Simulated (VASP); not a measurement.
# BAs: NMR shieldings, part 2 of 3

Aim: NMR shielding tensors and field gradients of BAs. The cell is of the zinc-blende type, one of the forms listed for this formula, which need not be the common one. The start is a cell from a database of measured crystal structures.

VASP 6.6.1, plane waves and PAW; the level of theory is named at each step.

So far. Step 2 (Ground state): The cell has a gap of 1.18 eV on this mesh and a pressure of +3.5 GPa, which holds the misfit of the given cell and coordinates with this functional, and any error of cutoff, mesh and data sets. Spin-orbit coupling is left out, which can shift or reorder these edges.

### 3. Shielding tensors

This step: chemical shifts by linear response (GIPAW), PBE; plane waves and PAW (As, B) (VASP 6.6.1).

LCHIMAG computes the induced currents by linear response. It needs tightly converged orbitals and a cutoff well above the default; LEFG adds the field gradients at no cost.

The input, INCAR:

```
SYSTEM = BAs
PREC = Accurate
ENCUT = 450
EDIFF = 1E-09
NELM = 100
ISMEAR = 0
SIGMA = 0.01
LREAL = .FALSE.
ALGO = Normal
GGA = PE
NBANDS = 10
LWAVE = .FALSE.
LCHARG = .FALSE.
KPAR = 2
LCHIMAG = .TRUE.
LEFG = .TRUE.
DQ = 0.001
ICHIBARE = 1
LNMR_SYM_RED = .TRUE.
```

The input, POSCAR:

```
BAs
1.0
    0.0000000000      2.3885000000      2.3885000000
    2.3885000000      0.0000000000      2.3885000000
    2.3885000000      2.3885000000      0.0000000000
As B
1 1
Direct
    0.7500000000      0.7500000000      0.7500000000
    0.0000000000      0.0000000000      0.0000000000
```

The input, KPOINTS:

```
Automatic mesh
0
Gamma
8 8 8
0 0 0
```

The projector-augmented-wave data sets are As and B (PBE family, release 64).

Command:

```bash
$ mpirun -np 2 vasp_std
```

Output:

```text
[... set-up lines as in an earlier step ...]
 entering main loop
       N       E                     dE             d eps       ncg     rms          rms(c)
DAV:   1     0.960543105567E+01    0.96054E+01   -0.35141E+03   580   0.631E+02
DAV:   2    -0.114902620410E+02   -0.21096E+02   -0.20322E+02   810   0.985E+01
DAV:   3    -0.120419987851E+02   -0.55174E+00   -0.55063E+00   674   0.155E+01
DAV:   4    -0.120435257418E+02   -0.15270E-02   -0.15268E-02   706   0.921E-01
DAV:   5    -0.120435283191E+02   -0.25773E-05   -0.25773E-05   680   0.387E-02    0.493E+00
DAV:   6    -0.114661295696E+02    0.57740E+00   -0.16441E+00   628   0.560E+00    0.240E+00
DAV:   7    -0.114069112817E+02    0.59218E-01   -0.19592E-01   700   0.233E+00    0.978E-01
DAV:   8    -0.114001416512E+02    0.67696E-02   -0.21153E-02   642   0.870E-01    0.101E-01
DAV:   9    -0.114004376073E+02   -0.29596E-03   -0.72673E-04   670   0.169E-01    0.596E-02
DAV:  10    -0.114006053538E+02   -0.16775E-03   -0.22359E-04   648   0.963E-02    0.137E-02
DAV:  11    -0.114006108855E+02   -0.55317E-05   -0.58820E-06   710   0.174E-02    0.115E-02
DAV:  12    -0.114006107808E+02    0.10473E-06   -0.28575E-06   628   0.973E-03    0.341E-03
DAV:  13    -0.114006108473E+02   -0.66497E-07   -0.86919E-08   694   0.205E-03    0.109E-03
DAV:  14    -0.114006109629E+02   -0.11565E-06   -0.14344E-08   648   0.844E-04    0.103E-04
DAV:  15    -0.114006109692E+02   -0.62948E-08   -0.32062E-10   470   0.140E-04    0.154E-04
DAV:  16    -0.114006109597E+02    0.95472E-08   -0.86183E-11   366   0.523E-05    0.872E-06
DAV:  17    -0.114006109584E+02    0.13148E-08   -0.45148E-12   348   0.148E-05    0.109E-05
DAV:  18    -0.114006109590E+02   -0.64711E-09   -0.10458E-12   348   0.482E-06
ion   1
     0.0000000     0.0000000     0.0000000     0.0000000    -0.0000000     0.0000000
     0.0000490     0.0000000     0.0000000     0.0000000    -0.0000000     0.0000000
     0.0000675     0.0000000     0.0000000     0.0000000    -0.0000000     0.0000000
     0.0000929     0.0000000     0.0000000     0.0000000    -0.0000000     0.0000000
     0.0001280     0.0000000     0.0000000     0.0000000    -0.0000000     0.0000000

     0.0000000     0.0000000     0.0000000     0.0000000     0.0000000     0.0000000
     0.0000490     0.0000000     0.0000000     0.0000000     0.0000000     0.0000000
     0.0000675     0.0000000     0.0000000     0.0000000     0.0000000     0.0000000
     0.0000929     0.0000000     0.0000000     0.0000000     0.0000000     0.0000000
     0.0001280     0.0000000     0.0000000     0.0000000     0.0000000     0.0000000

ion   2
     0.0000000    -0.0000000    -0.0000000    -0.0000000    -0.0000000     0.0000000
     0.0000257    -0.0000000    -0.0000000    -0.0000000    -0.0000000     0.0000000
     0.0000354    -0.0000000    -0.0000000    -0.0000000    -0.0000000     0.0000000
     0.0000487    -0.0000000    -0.0000000    -0.0000000    -0.0000000     0.0000000
     0.0000671    -0.0000000    -0.0000000    -0.0000000    -0.0000000     0.0000000

     0.0000000    -0.0000000    -0.0000000    -0.0000000    -0.0000000     0.0000000
     0.0000257    -0.0000000    -0.0000000    -0.0000000    -0.0000000     0.0000000
     0.0000354    -0.0000000    -0.0000000    -0.0000000    -0.0000000     0.0000000
     0.0000487    -0.0000000    -0.0000000    -0.0000000    -0.0000000     0.0000000
     0.0000671    -0.0000000    -0.0000000    -0.0000000    -0.0000000     0.0000000

   1 F= -.11400611E+02 E0= -.11400611E+02  d E =-.433090E-73
DAV:   1    -0.357697402891E+01   -0.35770E+01    0.00000E+00     0   0.000E+00
DAV:   2    -0.357697402891E+01    0.00000E+00    0.00000E+00     0   0.000E+00
BDIR= 1  IDIR= 2  IQ= -1
DAV:   1    -0.714896208867E+01   -0.71490E+01   -0.13895E-02   654   0.398E-01
DAV:   2    -0.714898378699E+01   -0.21698E-04   -0.21698E-04   654   0.102E-01
DAV:   3    -0.714898380563E+01   -0.18643E-07   -0.18664E-07   834   0.399E-03
DAV:   4    -0.714898380564E+01   -0.89031E-11   -0.67845E-11   688   0.467E-05
       N       E                     dE             d eps       ncg     rms
RMM:   1    -0.212290550044E+02   -0.21229E+02   -0.52792E+01  1259   0.240E+01
RMM:   2    -0.219036241467E+02   -0.67457E+00   -0.70168E-01  1329   0.343E+00
RMM:   3    -0.219309397148E+02   -0.27316E-01   -0.51855E-02  1332   0.486E-01
RMM:   4    -0.219327330985E+02   -0.17934E-02   -0.26900E-03  1365   0.942E-02
RMM:   5    -0.219328894495E+02   -0.15635E-03   -0.29520E-04  1368   0.226E-02
RMM:   6    -0.219329078548E+02   -0.18405E-04   -0.40329E-05  1370   0.604E-03
RMM:   7    -0.219329095264E+02   -0.16716E-05   -0.30674E-06  1302   0.142E-03
RMM:   8    -0.219329097312E+02   -0.20476E-06   -0.52695E-07  1162   0.417E-04
RMM:   9    -0.219329097420E+02   -0.10860E-07   -0.16337E-08  1075   0.108E-04
RMM:  10    -0.219329097430E+02   -0.10143E-08   -0.14102E-09  1035   0.491E-05
RMM:  11    -0.219329097431E+02   -0.82313E-10   -0.20926E-10  1010   0.337E-05
BDIR= 1  IDIR= 2  IQ=  0
DAV:   1    -0.715394837932E+01   -0.71539E+01   -0.34345E-13   336   0.137E-06
DAV:   2    -0.715394837933E+01   -0.12811E-10   -0.39368E-13   338   0.354E-07
       N       E                     dE             d eps       ncg     rms
RMM:   1    -0.212766589193E+02   -0.21277E+02   -0.53082E+01  1261   0.240E+01
RMM:   2    -0.219568037168E+02   -0.68014E+00   -0.70535E-01  1329   0.344E+00
RMM:   3    -0.219842972809E+02   -0.27494E-01   -0.52141E-02  1314   0.486E-01
RMM:   4    -0.219860951712E+02   -0.17979E-02   -0.26672E-03  1328   0.932E-02
RMM:   5    -0.219862524170E+02   -0.15725E-03   -0.29942E-04  1317   0.219E-02
RMM:   6    -0.219862708871E+02   -0.18470E-04   -0.39796E-05  1318   0.591E-03
RMM:   7    -0.219862725626E+02   -0.16756E-05   -0.31254E-06  1205   0.140E-03
RMM:   8    -0.219862727705E+02   -0.20786E-06   -0.53035E-07  1076   0.411E-04
RMM:   9    -0.219862727815E+02   -0.10969E-07   -0.16346E-08   997   0.107E-04
RMM:  10    -0.219862727825E+02   -0.10148E-08   -0.13956E-09   925   0.482E-05
RMM:  11    -0.219862727826E+02   -0.81542E-10   -0.20914E-10   887   0.329E-05
BDIR= 1  IDIR= 2  IQ=  1
DAV:   1    -0.715936311093E+01   -0.71594E+01   -0.13879E-02   652   0.398E-01
DAV:   2    -0.715938487709E+01   -0.21766E-04   -0.21766E-04   644   0.102E-01
DAV:   3    -0.715938489686E+01   -0.19773E-07   -0.19778E-07   832   0.410E-03
DAV:   4    -0.715938489687E+01   -0.74474E-11   -0.13847E-10   670   0.645E-05
       N       E                     dE             d eps       ncg     rms
RMM:   1    -0.213258794743E+02   -0.21326E+02   -0.53376E+01  1261   0.240E+01
RMM:   2    -0.220115663430E+02   -0.68569E+00   -0.70879E-01  1328   0.344E+00
[...]
BDIR= 3  IDIR= 1  IQ= -1
DAV:   1    -0.713524911742E+01   -0.71352E+01   -0.13440E-02   664   0.404E-01
DAV:   2    -0.713527233514E+01   -0.23218E-04   -0.23218E-04   644   0.103E-01
DAV:   3    -0.713527235569E+01   -0.20559E-07   -0.20548E-07   844   0.417E-03
DAV:   4    -0.713527235571E+01   -0.13648E-10   -0.92192E-11   670   0.505E-05
       N       E                     dE             d eps       ncg     rms
RMM:   1    -0.362479247839E+02   -0.36248E+02   -0.11629E+02  1268   0.275E+01
RMM:   2    -0.379292164339E+02   -0.16813E+01   -0.14558E+00  1323   0.460E+00
RMM:   3    -0.379909904784E+02   -0.61774E-01   -0.10788E-01  1349   0.756E-01
RMM:   4    -0.379947784822E+02   -0.37880E-02   -0.62806E-03  1368   0.158E-01
RMM:   5    -0.379950288279E+02   -0.25035E-03   -0.45984E-04  1377   0.373E-02
RMM:   6    -0.379950532596E+02   -0.24432E-04   -0.42274E-05  1353   0.952E-03
RMM:   7    -0.379950555790E+02   -0.23194E-05   -0.44155E-06  1297   0.259E-03
RMM:   8    -0.379950558556E+02   -0.27663E-06   -0.64960E-07  1195   0.741E-04
RMM:   9    -0.379950558724E+02   -0.16815E-07   -0.26476E-08  1151   0.203E-04
RMM:  10    -0.379950558740E+02   -0.15980E-08   -0.24204E-09  1094   0.714E-05
RMM:  11    -0.379950558742E+02   -0.12984E-09   -0.29010E-10  1056   0.390E-05
BDIR= 3  IDIR= 1  IQ=  0
DAV:   1    -0.715394837934E+01   -0.71539E+01   -0.21439E-13   336   0.137E-06
DAV:   2    -0.715394837930E+01    0.44362E-10   -0.44048E-13   338   0.354E-07
       N       E                     dE             d eps       ncg     rms
RMM:   1    -0.363096518461E+02   -0.36310E+02   -0.11656E+02  1269   0.275E+01
RMM:   2    -0.379967369656E+02   -0.16871E+01   -0.14534E+00  1311   0.460E+00
RMM:   3    -0.380583266174E+02   -0.61590E-01   -0.10768E-01  1320   0.756E-01
RMM:   4    -0.380621012212E+02   -0.37746E-02   -0.62424E-03  1327   0.158E-01
RMM:   5    -0.380623507564E+02   -0.24954E-03   -0.45765E-04  1330   0.372E-02
RMM:   6    -0.380623750136E+02   -0.24257E-04   -0.42063E-05  1302   0.950E-03
RMM:   7    -0.380623773234E+02   -0.23098E-05   -0.43888E-06  1226   0.259E-03
RMM:   8    -0.380623775977E+02   -0.27431E-06   -0.64732E-07  1120   0.739E-04
RMM:   9    -0.380623776144E+02   -0.16607E-07   -0.26216E-08  1069   0.202E-04
RMM:  10    -0.380623776159E+02   -0.15775E-08   -0.23744E-09   995   0.713E-05
RMM:  11    -0.380623776161E+02   -0.12790E-09   -0.28702E-10   950   0.393E-05
BDIR= 3  IDIR= 1  IQ=  1
DAV:   1    -0.717298011572E+01   -0.71730E+01   -0.13417E-02   662   0.404E-01
DAV:   2    -0.717300328413E+01   -0.23168E-04   -0.23168E-04   650   0.103E-01
DAV:   3    -0.717300330354E+01   -0.19414E-07   -0.19396E-07   838   0.406E-03
DAV:   4    -0.717300330350E+01    0.39432E-10   -0.11670E-10   680   0.585E-05
       N       E                     dE             d eps       ncg     rms
RMM:   1    -0.363680963178E+02   -0.36368E+02   -0.11679E+02  1270   0.275E+01
RMM:   2    -0.380598999553E+02   -0.16918E+01   -0.14499E+00  1323   0.460E+00
RMM:   3    -0.381212245981E+02   -0.61325E-01   -0.10736E-01  1352   0.757E-01
RMM:   4    -0.381249767504E+02   -0.37522E-02   -0.61915E-03  1370   0.158E-01
RMM:   5    -0.381252240124E+02   -0.24726E-03   -0.45217E-04  1378   0.372E-02
RMM:   6    -0.381252478743E+02   -0.23862E-04   -0.41433E-05  1354   0.948E-03
RMM:   7    -0.381252501408E+02   -0.22666E-05   -0.42927E-06  1295   0.258E-03
RMM:   8    -0.381252504077E+02   -0.26688E-06   -0.62925E-07  1197   0.734E-04
RMM:   9    -0.381252504239E+02   -0.16147E-07   -0.25690E-08  1146   0.201E-04
RMM:  10    -0.381252504254E+02   -0.15393E-08   -0.23092E-09  1094   0.710E-05
RMM:  11    -0.381252504255E+02   -0.12454E-09   -0.28126E-10  1055   0.393E-05
BDIR= 3  IDIR= 2  IQ= -1
DAV:   1    -0.714896208868E+01   -0.71490E+01   -0.13895E-02   654   0.398E-01
DAV:   2    -0.714898378698E+01   -0.21698E-04   -0.21698E-04   654   0.102E-01
DAV:   3    -0.714898380567E+01   -0.18691E-07   -0.18664E-07   834   0.399E-03
DAV:   4    -0.714898380564E+01    0.25154E-10   -0.68691E-11   688   0.467E-05
       N       E                     dE             d eps       ncg     rms
RMM:   1    -0.352685609175E+02   -0.35269E+02   -0.11449E+02  1265   0.275E+01
RMM:   2    -0.369192213291E+02   -0.16507E+01   -0.14002E+00  1324   0.455E+00
RMM:   3    -0.369759880774E+02   -0.56767E-01   -0.90770E-02  1341   0.723E-01
RMM:   4    -0.369795642839E+02   -0.35762E-02   -0.61195E-03  1354   0.156E-01
RMM:   5    -0.369798054759E+02   -0.24119E-03   -0.43525E-04  1362   0.362E-02
RMM:   6    -0.369798283613E+02   -0.22885E-04   -0.39367E-05  1354   0.920E-03
RMM:   7    -0.369798304746E+02   -0.21133E-05   -0.40006E-06  1286   0.246E-03
RMM:   8    -0.369798307101E+02   -0.23547E-06   -0.43464E-07  1179   0.692E-04
RMM:   9    -0.369798307353E+02   -0.25205E-07   -0.46082E-08  1127   0.215E-04
RMM:  10    -0.369798307384E+02   -0.30752E-08   -0.78942E-09  1077   0.784E-05
RMM:  11    -0.369798307385E+02   -0.15395E-09   -0.21670E-10  1032   0.383E-05
BDIR= 3  IDIR= 2  IQ=  0
DAV:   1    -0.715394837934E+01   -0.71539E+01   -0.30833E-13   336   0.137E-06
DAV:   2    -0.715394837934E+01    0.52349E-11   -0.33801E-13   338   0.354E-07
       N       E                     dE             d eps       ncg     rms
RMM:   1    -0.351236846339E+02   -0.35124E+02   -0.11379E+02  1264   0.275E+01
RMM:   2    -0.367623914582E+02   -0.16387E+01   -0.13991E+00  1312   0.454E+00
RMM:   3    -0.368192299655E+02   -0.56839E-01   -0.90661E-02  1318   0.721E-01
RMM:   4    -0.368228142169E+02   -0.35843E-02   -0.61454E-03  1324   0.155E-01
RMM:   5    -0.368230560141E+02   -0.24180E-03   -0.43723E-04  1328   0.360E-02
RMM:   6    -0.368230790522E+02   -0.23038E-04   -0.39473E-05  1307   0.918E-03
RMM:   7    -0.368230811693E+02   -0.21171E-05   -0.40225E-06  1220   0.245E-03
RMM:   8    -0.368230814064E+02   -0.23711E-06   -0.43456E-07  1107   0.693E-04
RMM:   9    -0.368230814315E+02   -0.25128E-07   -0.46253E-08  1063   0.216E-04
RMM:  10    -0.368230814346E+02   -0.30877E-08   -0.78203E-09   997   0.785E-05
RMM:  11    -0.368230814348E+02   -0.15548E-09   -0.21796E-10   940   0.382E-05
BDIR= 3  IDIR= 2  IQ=  1
DAV:   1    -0.715936311093E+01   -0.71594E+01   -0.13879E-02   652   0.398E-01
DAV:   2    -0.715938487708E+01   -0.21766E-04   -0.21766E-04   644   0.102E-01
DAV:   3    -0.715938489682E+01   -0.19743E-07   -0.19778E-07   832   0.410E-03
DAV:   4    -0.715938489685E+01   -0.30113E-10   -0.13894E-10   670   0.645E-05
       N       E                     dE             d eps       ncg     rms
RMM:   1    -0.349760782749E+02   -0.34976E+02   -0.11308E+02  1263   0.274E+01
RMM:   2    -0.366025350677E+02   -0.16265E+01   -0.13982E+00  1323   0.453E+00
RMM:   3    -0.366594852042E+02   -0.56950E-01   -0.90685E-02  1341   0.719E-01
RMM:   4    -0.366630861839E+02   -0.36010E-02   -0.61939E-03  1356   0.155E-01
RMM:   5    -0.366633298560E+02   -0.24367E-03   -0.44231E-04  1365   0.361E-02
RMM:   6    -0.366633532191E+02   -0.23363E-04   -0.39927E-05  1353   0.921E-03
RMM:   7    -0.366633553644E+02   -0.21453E-05   -0.40936E-06  1292   0.247E-03
RMM:   8    -0.366633556065E+02   -0.24209E-06   -0.44159E-07  1183   0.696E-04
RMM:   9    -0.366633556321E+02   -0.25555E-07   -0.47368E-08  1132   0.218E-04
RMM:  10    -0.366633556350E+02   -0.29548E-08   -0.58012E-09  1073   0.792E-05
RMM:  11    -0.366633556354E+02   -0.35406E-09   -0.67872E-10  1040   0.425E-05
       N       E                     dE             d eps       ncg     rms
RLQ:   1    -0.115430640849E+00   -0.11543E+00   -0.16881E-01  1099   0.236E+00
RLQ:   2    -0.118930637508E+00   -0.35000E-02   -0.50499E-03  1219   0.212E-01
RLQ:   3    -0.119125318601E+00   -0.19468E-03   -0.19967E-04  1187   0.342E-02
RLQ:   4    -0.119138988688E+00   -0.13670E-04   -0.34472E-05  1193   0.772E-03
RLQ:   5    -0.119139696695E+00   -0.70801E-06   -0.83995E-07  1108   0.150E-03
RLQ:   6    -0.119139732063E+00   -0.35369E-07   -0.72227E-08   983   0.385E-04
RLQ:   7    -0.119139735801E+00   -0.37373E-08   -0.52312E-09   933   0.118E-04
RLQ:   8    -0.119139736142E+00   -0.34098E-09   -0.95493E-10   831   0.507E-05
```

Run time: 2.2 min. Hardware: 2 MPI ranks of Intel Xeon Platinum 8375C at 2.90GHz (Ice Lake), shared host; peak memory 0.31 GiB.

Parts of OUTCAR (step 3):

```text
The static configuration has the point symmetry T_d .

 Found     29 irreducible k-points:

   ENCUT  =  450.0 eV  33.07 Ry    5.75 a.u.   5.84  5.84  5.84*2*pi/ulx,y,z

   NELECT =       8.0000    total number of electrons

  Total        0.5925119      0.5925119      0.5925119      0.0000000      0.0000000      0.0000000
  in kB       34.8338834     34.8338834     34.8338834      0.0000000      0.0000000      0.0000000
  external PRESSURE =      34.8338834 kB  Pullay stress =       0.0000000 kB

  energy-cutoff  :      450.00
  volume of cell :       27.25
      direct lattice vectors                 reciprocal lattice vectors
     0.000000000  2.388500000  2.388500000    -0.209336404  0.209336404  0.209336404
     2.388500000  0.000000000  2.388500000     0.209336404 -0.209336404  0.209336404
     2.388500000  2.388500000  0.000000000     0.209336404  0.209336404 -0.209336404

 POSITION                                       TOTAL-FORCE (eV/Angst)
 -----------------------------------------------------------------------------------
      3.58275      3.58275      3.58275         0.000000      0.000000     -0.000000
      0.00000      0.00000      0.00000        -0.000000     -0.000000      0.000000
 -----------------------------------------------------------------------------------
    total drift:                               -0.000000     -0.000000     -0.000000

 Electric field gradients after diagonalization (V/A^2)
 (convention: |V_zz| > |V_xx| > |V_yy|)
----------------------------------------------------------------------
 ion       V_xx      V_yy      V_zz     asymmetry (V_yy - V_xx)/ V_zz
----------------------------------------------------------------------
   1       0.000     0.000    -0.000       0.000
   2       0.000     0.000    -0.000       0.000
----------------------------------------------------------------------

  ORBITAL MAGNETIC SUSCEPTIBILITY, excluding core contribution
 -------------------------------------------------------------
  Approximate magnetic susceptibility, pGv (10^-6 cm^3/mole)
     1        -60.273485         -0.000000          0.000000
     2          0.000000        -60.273485         -0.000000
     3          0.000000          0.000000        -60.273485
 -------------------------------------------------------------
  Approximate magnetic susceptibility, vGv (10^-6 cm^3/mole)
     1        -52.842417          0.000000          0.000000
     2         -0.000000        -52.842417          0.000000
     3         -0.000000         -0.000000        -52.842417

  CSA tensor (J. Mason, Solid State Nucl. Magn. Reson. 2, 285 (1993))
  for chemical shielding  (including the isotropic core contribution)

  BDIR labels direction of applied magnetic field (i.e. B0)
  For BDIR==1, B0 along x-axis, etc.
  Induced field listed along cartesian directions for each BDIR
 ------------------------------------------------------------------------------------------
                 EXCLUDING G=0 CONTRIBUTION              INCLUDING G=0 CONTRIBUTION
 ------------------------------------------------------------------------------------------
  ion  BDIR            X           Y           Z                X           Y           Z
          (   iso_shield        span        skew ) (   iso_shield        span        skew )
 ------------------------------------------------------------------------------------------
    1     1    1470.3943      0.0000      0.0000        1505.1747      0.0000      0.0000
          2       0.0000   1470.3943     -0.0000           0.0000   1505.1747     -0.0000
          3       0.0000      0.0000   1470.3943           0.0000     -0.0000   1505.1747
          (    1470.3943      0.0000      0.0000 ) (    1505.1747      0.0000      0.0000 )

    2     1     101.5429      0.0000     -0.0000         136.3234      0.0000     -0.0000
          2      -0.0000    101.5429     -0.0000          -0.0000    136.3234     -0.0000
          3       0.0000      0.0000    101.5429          -0.0000     -0.0000    136.3234
          (     101.5429      0.0000      0.0000 ) (     136.3234      0.0000      0.0000 )
 ------------------------------------------------------------------------------------------

[... 6 parts as in an earlier step ...]

[... 1 further part left out ...]
```

This step gave:

* Fermi energy: 6.255 eV
* pressure: 3.483 GPa

Valence and core; the G = 0 term is that of a spherical sample. NMR shielding, by row:

```csv
atom,isotropic shielding (ppm),span (ppm),skew,isotropic shielding without the G = 0 term (ppm)
As1,1505,0,-,1470
B2,136.3,0,-,101.5
```

Ordered as |Vzz| ≥ |Vxx| ≥ |Vyy|, the program's way. Electric field gradients, by row:

```csv
atom,Vxx (V/Å²),Vyy (V/Å²),Vzz (V/Å²),asymmetry
As1,0,0,0,-
B2,0,0,0,-
```

(Part 2 of 3 ends here.)

[Lines on the potential files, build, host, timing and source positions are cut from VASP's logs without a mark.]

[Logs are printed without paths, hosts, clocks, repeated set-up lines and the standing remarks that a program may print on its own settings, such as how far it seeks lower states.]

[Hosts, paths, dates, database ids (printed as entryN), source tags and the programs' standing remarks are cut or masked in the printed files.]
